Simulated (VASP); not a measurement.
Here is a VASP 6.6.1 calculation.

File INCAR:

```
SYSTEM = Sb2S3
PREC     = Accurate       ! precision mode
ENCUT    = 600            ! plane-wave cutoff, eV
EDIFF    = 1E-7           ! SCF threshold, eV
ISMEAR   = 0              ! smearing method
SIGMA    = 0.03           ! smearing width, eV
LREAL    = .False.        ! projectors in reciprocal space
LASPH    = .True.         ! aspherical terms in the spheres
NELM     = 80             ! most SCF steps
ALGO     = Normal         ! electronic algorithm
ISIF     = 3              ! what is computed and relaxed
LWAVE    = .False.        ! write WAVECAR
LCHARG   = .False.        ! write CHGCAR
GGA      = PS             ! functional
IBRION   = 2              ! ionic algorithm
NSW      = 90             ! ionic steps
EDIFFG   = -0.005         ! ionic threshold
KPAR     = 4
```

The input KPOINTS:

```
Automatic mesh
0
Gamma
  4 8 4
  0 0 0
```

Contents of POSCAR:

```
Sb2S3                                   
1.0
   11.2845302299      0.0000000000      0.0000000000
    0.0000000000      3.8296211943      0.0000000000
    0.0000000000     -0.0000000000     10.9181765805
  Sb              S             
     8    12
Direct
     0.4754480274759359    0.2500000000000000    0.3259066344764594
     0.0245519725240640    0.7500000000000000    0.8259066344764595
     0.9754480274759361    0.2500000000000000    0.1740933655235405
     0.5245519725240639    0.7500000000000000    0.6740933655235405
     0.3472530307959913    0.7500000000000000    0.0323188464540695
     0.1527469692040088    0.2500000000000000    0.5323188464540695
     0.8472530307959912    0.7500000000000000    0.4676811535459304
     0.6527469692040088    0.2500000000000000    0.9676811535459305
     0.2902209768917202    0.2500000000000000    0.1914533679309812
     0.2097790231082798    0.7500000000000000    0.6914533679309812
     0.7902209768917203    0.2500000000000000    0.3085466320690188
     0.7097790231082797    0.7500000000000000    0.8085466320690188
     0.5485236457442748    0.7500000000000000    0.1269945426137458
     0.9514763542557252    0.2500000000000000    0.6269945426137457
     0.0485236457442747    0.7500000000000000    0.3730054573862541
     0.4514763542557251    0.2500000000000000    0.8730054573862543
     0.3740520403601438    0.7500000000000000    0.4424432104455342
     0.1259479596398561    0.2500000000000000    0.9424432104455341
     0.8740520403601438    0.7500000000000000    0.0575567895544658
     0.6259479596398562    0.2500000000000000    0.5575567895544659
```

Potentials or basis: VASP PAW PBE potentials, release 64 (Sb, S).

The run is started by

```bash
$ cat potpaw_PBE.64/Sb/POTCAR potpaw_PBE.64/S/POTCAR > POTCAR
$ mpirun -np 4 vasp_std > vasp.out
```

Question: Predict the relaxed volume.

Answer: 23.58 Å³/atom.

Question: Estimate the band gap on the k mesh.

Answer: 1.18 eV, indirect (least direct gap 1.19 eV).

Question: Predict the space group after relaxing (to 0.05 Å).

Answer: Pnma (No. 62).

Forces on the atoms (eV/Å):
```
Sb   0.002  0.000 -0.002
Sb  -0.002  0.000 -0.002
Sb   0.002  0.000  0.002
Sb  -0.002  0.000  0.002
Sb  -0.001  0.000 -0.001
Sb   0.001  0.000 -0.001
Sb  -0.001  0.000  0.001
Sb   0.001  0.000  0.001
S   -0.001  0.000  0.003
S    0.001  0.000  0.003
S   -0.001  0.000 -0.003
S    0.001  0.000 -0.003
S   -0.001  0.000 -0.003
S    0.001  0.000 -0.003
S   -0.001  0.000  0.003
S    0.001  0.000  0.003
S    0.002  0.000  0.002
S   -0.002  0.000  0.002
S    0.002  0.000 -0.002
S   -0.002  0.000 -0.002
```

Caveat: the PAW data sets were made with another functional, which shifts forces and pressure a little; spin-orbit coupling is left out, which moves the levels of the heavy elements. A k mesh can miss the band edges.
